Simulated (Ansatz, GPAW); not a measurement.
# Geometry or basis: what sets the conductance of a Ga chain with one Si atom in line, part 2 of 4

How well does a Ga chain with one Si atom in line conduct once its atoms have relaxed, and how much do cheaper levels lose?

GPAW 26.7.0 and Ansatz 0.2.0; Ansatz plane waves; relaxation of the junction with the lead ends held (the session's first sound run).

So far. Step 2 (Relaxing the atoms): The relaxation lowered the energy of the cell by 0.573 eV.

## 3. Plane waves, PBE

A plane-wave run comes first: its basis does not favour the atoms, so it serves as the reference for the orbital bases.

This step: Ansatz plane waves; Landauer transmission by layers, zero bias (Ansatz 0.2.0).

Input file input.yaml:

```yaml
crystal:
  lattice:
    - [9.0, 0.0, 0.0]
    - [0.0, 9.0, 0.0]
    - [0.0, 0.0, 32.7838]
  atoms:
    - { symbol: Ga, position: [0.5, 0.5, 0.0388911597] }
    - { symbol: Ga, position: [0.5, 0.5, 0.116673479] }
    - { symbol: Ga, position: [0.5, 0.5, 0.1944557983] }
    - { symbol: Ga, position: [0.5, 0.5, 0.2722381176] }
    - { symbol: Ga, position: [0.6145298727, 0.4798909095, 0.3514460734] }
    - { symbol: Ga, position: [0.5458333029, 0.4918404279, 0.4325040364] }
    - { symbol: Si, position: [0.6603873308, 0.4761669345, 0.4973676984] }
    - { symbol: Ga, position: [0.5417455093, 0.4917500038, 0.5618815195] }
    - { symbol: Ga, position: [0.6081599188, 0.4808540907, 0.6443589833] }
    - { symbol: Ga, position: [0.5, 0.5, 0.7277618824] }
    - { symbol: Ga, position: [0.5, 0.5, 0.8055442017] }
    - { symbol: Ga, position: [0.5, 0.5, 0.883326521] }
    - { symbol: Ga, position: [0.5, 0.5, 0.9611088403] }
kpoints:
  mp_grid: { grid: [1, 1, 3] }
hamiltonian:
  xc: pbe
scf:
  occupations: { method: fermi_dirac, width: 0.1 }
output:
  transmission:
    leads: [[0, 1]]
    e_range: [-2, 2]
    de: 0.025
    kmesh: [1, 1]
    reduced_basis: true
  write_potential: true
  write_density: true
  volumetric_format: npy
```

On the command line:

```sh
> ansatz run input.yaml --threads 4 --pin off --max-ram 8192MiB --backend cpu --events-out ev --progress --plain --runs-dir out
```

Numbers of over 12 decimals in the logs are rounded to 6 here.

The program printed:

```text
[...]
Crystal: 13 atoms, lattice volume = 2655.488 Å³
Basis set: ecut = 420 eV, 51857 PW (Γ)
Bands: 96, of which v1, the nominal top of the filled ones, is band 80 counted from 1 (79 counted from 0)
Symmetry: 1 space group operations
[...]
k-points: 2 of 3 (time reversal used)
[...]
SCF iter   1: F=—  HF=-46015.369806 eV  |F-HF|=—  |Δ(HF+E_count)|=         —  Δρ=2.70e-3  dr2=2.03e0  ethr=1.77e-3  ⟨swp⟩=6.5  Hψ=673  notcnv=0
[...]
SCF iter  12: F=-46015.189277 eV  HF=-46015.189277 eV  |F-HF|=4.03e-8  |Δ(HF+E_count)|=   3.40e-8  Δρ=9.06e-7  dr2=7.50e-8  ethr=6.25e-11  ⟨swp⟩=5.5  Hψ=461  notcnv=0
SCF 1 converged in 12 iterations: F = -46015.189277 eV  dr2 = 7.50e-8
[...]
transmission: 42 of 252 steps passed
transmission: 84 of 252 steps passed
[...]
transmission: 252 of 252 steps passed
WARN: The output density's exchange-correlation potential varies sharply where the density is thin. Do not read a vacuum level from v_tot or v_xc, or from such a field of the output density. On a cell that repeats whose density bears no net charge and no dipole along the vacuum's axis use v_es (v_loc + v_h of the components); under efield.dipole_correction with no amplitude use v_es + v_field, which holds any externa [...]
SCF converged after 12 iterations
Free energy (F): -46015.189277 eV
[...]
Internal energy: -46014.524844 eV  (E = F + TS)
E sigma→0 (E₀):  -46014.857060 eV
Entropy (-TS):   -0.664433 eV (-51.110 meV/atom)
Fermi energy:    -2.610799 eV
[...]
--- Band table (eV) ---
  k-point 0: bands = [... 76 lower, -2.8990, -2.8002, -2.7363, -2.6848, -2.5826, -2.5010, -2.3697, -2.2211, ... 12 higher]
  k-point 1: bands = [... 76 lower, -2.9280, -2.8182, -2.7764, -2.6482, -2.6112, -2.4364, -2.3292, -2.1790, ... 12 higher]
--- Transmission ---
  basis      : 717 plane waves across, 42 finite elements along
  points     : 1, standing for a mesh of 1 x 1
  filling    : by the input's occupations and mesh, since the crystals that have channels conduct as metals do. If one of these is a semiconductor, that mesh has misplaced its level
  energies   : 161 from -2.000000 to 2.000000 eV about the Fermi level, 0.025000 eV apart; the leads are filled to 0.000000 eV, and channels, transmission and decay are at 0.000000 eV
  crystal 0  : Ga1, at the sites [0, 1], period 2.5500 Å, over 20.40 Å; its Hamiltonian steps by up to 42.9 meV: too much for a lead, lay more layers or, if its atoms are ordered, name the step of that order
    offset         : up to 0.0000 Å between an atom of the period and one for which it stands
    filled         : 36.8 meV over the level at which it is neutral
    channels       : 3.000000e0 a spin
    conductance    : 2.8696e14 S/m² at 300 K; may be off by some 0.0 % by where its bands' edges are placed, 0.0 % from the distance to neutral
  junction   : crystal 0 to crystal 0, 0.70 to 30.93 Å
    transmission   : 5.956246e-1 a spin
    error estimate : 1.932134e-4 a spin from the reduction of the transverse basis, at the most 5.822257e-4 at 1.975000 eV
    conductance    : 5.7035e13 S/m² at 300 K (5.7035e13 on every other energy)
    error estimate : 0.0 % from the energy spacing and 0.0 % from band edges of the leads and from resonances (wavevectors taken as independent; lower de), 0.1 % from the reduction of the transverse basis, 8.5 % from the steps of its leads' Hamiltonians or their offsets (lay more layers), 3.6 % from the distance to neutral
    resistance     : 1.4048e-2 Ω µm² beyond half of each lead's own
```

Run time: 60 s. Hardware: 4 threads of Arm Neoverse V2, shared host; peak memory 2.6 GiB; 3.3 min of CPU time.

This step gave:

| Item | Value |
| --- | --- |
| lead level | 0 eV from the Fermi level |
| transmission at the Fermi level (one spin) | 0.5956 |
| open channels of the lead at the Fermi level (one spin) | 3 |
| step of the potential along the lead | 42.9 meV |
| offset of the lead | 0 Å |
| filling of the lead less its bulk value, in size | 36.8 meV |
| conductance | 0.5963 G₀ |

One spin. The transmission, zone mean by energy, zero at the Fermi level:

energy (eV), transmission, zone mean and a bar:
```
   -2.000       0.12 ##
   -1.900       0.10 #
   -1.800       0.08 #
   -1.700       0.06 #
   -1.600       0.04 
   -1.500       0.00 
   -1.400       0.08 #
   -1.300       0.06 #
   -1.200       0.05 #
   -1.100       0.05 #
   -1.000       0.04 #
   -0.900       0.05 #
   -0.800       0.07 #
   -0.700       0.18 ##
   -0.600       0.54 #######
   -0.500       0.88 ###########
   -0.450       0.90 ############
   -0.400       0.85 ###########
   -0.300       0.60 ########
   -0.200       0.47 ######
   -0.100       0.54 #######
    0.000       0.60 ########
    0.100       0.66 #########
    0.200       0.74 ##########
    0.300       0.86 ###########
    0.400       1.02 #############
    0.500       1.24 ################
    0.600       1.48 ###################
    0.700       1.66 ######################
    0.800       1.79 #######################
    0.900       1.87 ########################
    1.000       1.93 #########################
    1.100       1.97 ##########################
    1.200       1.99 ##########################
    1.300       2.01 ##########################
    1.400       2.04 ###########################
    1.500       2.09 ###########################
    1.600       2.16 ############################
    1.700       2.24 #############################
    1.800       2.29 ##############################
    1.900       2.31 ##############################
    2.000       2.30 ##############################
```

One spin. Open channels, zone mean against energy, zero at the Fermi level:

energy (eV), open channels, zone mean and a bar:
```
   -2.000       1.00 ##########
   -1.900       1.00 ##########
   -1.800       1.00 ##########
   -1.700       1.00 ##########
   -1.600       1.00 ##########
   -1.500       0.00 
   -1.400       1.00 ##########
   -1.300       1.00 ##########
   -1.200       1.00 ##########
   -1.100       1.00 ##########
   -1.000       1.00 ##########
   -0.900       1.00 ##########
   -0.800       1.00 ##########
   -0.700       1.00 ##########
   -0.600       1.00 ##########
   -0.500       1.00 ##########
   -0.400       1.00 ##########
   -0.300       1.00 ##########
   -0.200       3.00 ##############################
   -0.100       3.00 ##############################
    0.000       3.00 ##############################
    0.100       3.00 ##############################
    0.200       3.00 ##############################
    0.300       3.00 ##############################
    0.400       3.00 ##############################
    0.500       3.00 ##############################
    0.600       3.00 ##############################
    0.700       3.00 ##############################
    0.800       3.00 ##############################
    0.900       3.00 ##############################
    1.000       3.00 ##############################
    1.100       3.00 ##############################
    1.200       3.00 ##############################
    1.300       3.00 ##############################
    1.400       3.00 ##############################
    1.500       3.00 ##############################
    1.600       3.00 ##############################
    1.700       3.00 ##############################
    1.800       3.00 ##############################
    1.900       3.00 ##############################
    2.000       3.00 ##############################
```

Crystal 0, spin -, k parallel (0, 0); distinct values, listed up to 1.5 1/Å. Table of Im kz of the slowest decaying states by energy, zero at the Fermi level:

```
energy (eV)  decay 1 (Å⁻¹)  decay 2 (Å⁻¹)  decay 3 (Å⁻¹)  decay 4 (Å⁻¹)
     -2.000          0.643          0.644           1.14           1.27
     -1.800          0.606          0.607           1.12           1.25
     -1.600          0.566          0.567           1.09           1.23
     -1.400          0.522          0.523           1.07           1.20
     -1.200          0.474          0.476           1.04           1.18
     -1.000          0.421          0.422           1.01           1.16
     -0.800          0.359          0.361          0.988           1.14
     -0.600          0.284          0.286          0.961           1.11
     -0.400          0.178          0.181          0.932           1.09
     -0.200          0.903           1.06           1.18           1.18
      0.000          0.873           1.04           1.15           1.15
      0.200          0.842           1.01           1.13           1.13
      0.400           0.81          0.986           1.11           1.11
      0.600          0.776          0.959           1.09           1.09
      0.800          0.741          0.931           1.06           1.06
      1.000          0.704          0.902           1.04           1.04
      1.200          0.666          0.872           1.01           1.01
      1.400          0.624          0.842          0.985          0.988
      1.600          0.580          0.810          0.958          0.962
      1.800          0.532          0.776          0.930          0.935
      2.000          0.480          0.741          0.901          0.907
```

Crystal 0, spin -, k parallel (0, 0). The Re kz of states that move upwards by energy, zero at the Fermi level:

```
energy (eV)  channel 1 (Å⁻¹)  channel 2 (Å⁻¹)  channel 3 (Å⁻¹)
     -2.000             1.18                -                -
     -1.900             1.19                -                -
     -1.800             1.20                -                -
     -1.700             1.21                -                -
     -1.600             1.22                -                -
     -1.500                -                -                -
     -1.400            -1.23                -                -
     -1.300            -1.21                -                -
     -1.200            -1.20                -                -
     -1.100            -1.19                -                -
     -1.000            -1.18                -                -
     -0.900            -1.17                -                -
     -0.800            -1.16                -                -
     -0.700            -1.15                -                -
     -0.600            -1.15                -                -
     -0.500            -1.14                -                -
     -0.400            -1.13                -                -
     -0.300            -1.12                -                -
     -0.200            -1.11            0.128            0.133
     -0.100            -1.10            0.203            0.206
      0.000            -1.09            0.257            0.259
      0.100            -1.08            0.301            0.303
      0.200            -1.07            0.340            0.342
      0.300            -1.06            0.375            0.377
      0.400            -1.05            0.407            0.409
      0.500            -1.04            0.437            0.438
      0.600            -1.03            0.465            0.466
      0.700            -1.03            0.491            0.493
      0.800            -1.02            0.517            0.518
      0.900            -1.01            0.541            0.542
      1.000           -1.000            0.564            0.565
      1.100           -0.991            0.586            0.588
      1.200           -0.983            0.608            0.609
      1.300           -0.974            0.629            0.630
      1.400           -0.965            0.649            0.650
      1.500           -0.957            0.669            0.670
      1.600           -0.949            0.688            0.689
      1.700           -0.940            0.707            0.708
      1.800           -0.932            0.726            0.727
      1.900           -0.924            0.744            0.745
      2.000           -0.915            0.762            0.763
```

The electrostatic potential energy of an electron (with the applied field's), less the Fermi level, planar mean oscillates, so the rows of the table below give means over windows of 2.48 Å about each position, cut where the curve ends. Its maxima inside the range that stand out by 2 % of the span (Å: eV): 2.6: 3.62, 5.1: 3.63, 7.6: 3.52, 10.2: 3.49, 13.0: 3.68, 15.3: 3.90, 17.3: 3.87, 19.7: 3.65, 22.4: 3.47, 25.2: 3.50, 27.7: 3.63, 30.2: 3.62. Its minima: 1.3: 2.61, 3.8: 2.63, 6.4: 2.58, 8.9: 2.48, 11.5: 2.46, 14.1: 2.86, 16.3: 2.72, 18.5: 2.83, 21.1: 2.38, 23.9: 2.43, 26.4: 2.58, 29.0: 2.63, 31.5: 2.61.

Electrostatic potential energy of an electron (with the applied field's), less the Fermi level, planar mean against z; means over each step:

```
z (Å)  electrostatic potential energy of an electron (with the applied field's), less the Fermi level, planar mean (eV)
 1.24                                                                                                              3.09
 3.72                                                                                                              3.10
 6.20                                                                                                              3.06
 8.68                                                                                                              2.96
11.16                                                                                                              2.95
13.64                                                                                                              3.28
16.12                                                                                                              3.40
18.60                                                                                                              3.28
21.08                                                                                                              2.90
23.56                                                                                                              2.92
26.04                                                                                                              3.03
28.52                                                                                                              3.10
31.00                                                                                                              3.10
```

The valence density, planar mean oscillates, so the rows of the table below give means over windows of 2.62 Å about each position, cut where the curve ends. Its maxima inside the range that stand out by 2 % of the span (Å: e/Å³): 1.3: 0.214, 3.8: 0.214, 6.4: 0.214, 8.9: 0.214, 11.5: 0.215, 14.1: 0.212, 18.4: 0.209, 21.1: 0.215, 23.9: 0.213, 26.4: 0.214, 29.0: 0.214, 31.5: 0.214. Its minima: 2.6: 0.0139, 5.1: 0.0138, 7.7: 0.0136, 10.2: 0.0128, 12.8: 0.0121, 15.2: 0.0226, 19.8: 0.0115, 22.4: 0.0111, 25.1: 0.0136, 27.7: 0.0138, 30.2: 0.0138.

Table of valence density, planar mean by z; means over each step:

```
z (Å)  valence density, planar mean (e/Å³)
 1.31                               0.0616
 3.93                               0.0617
 6.55                               0.0617
 9.17                               0.0613
11.79                               0.0607
14.41                               0.0644
17.03                               0.0398
19.65                               0.0552
22.27                               0.0550
24.89                               0.0647
27.51                               0.0657
30.13                               0.0663
```

The largest of the program's own error estimates on the conductance is 8.5 %. T at the Fermi level is 0.596; the potential still steps by 42.9 meV from one lead period to the next, more than the program accepts for a lead, so the cell is too short for a firm reference, and the program's own error estimates apply.

[end of part 2 of 4]

[Logs are printed without paths, hosts, clocks, repeated set-up lines and the standing remarks that a program may print on its own settings, such as how far it seeks lower states.]

[Hosts, paths, dates, database ids (printed as entryN), source tags and the programs' standing remarks are cut or masked in the printed files.]
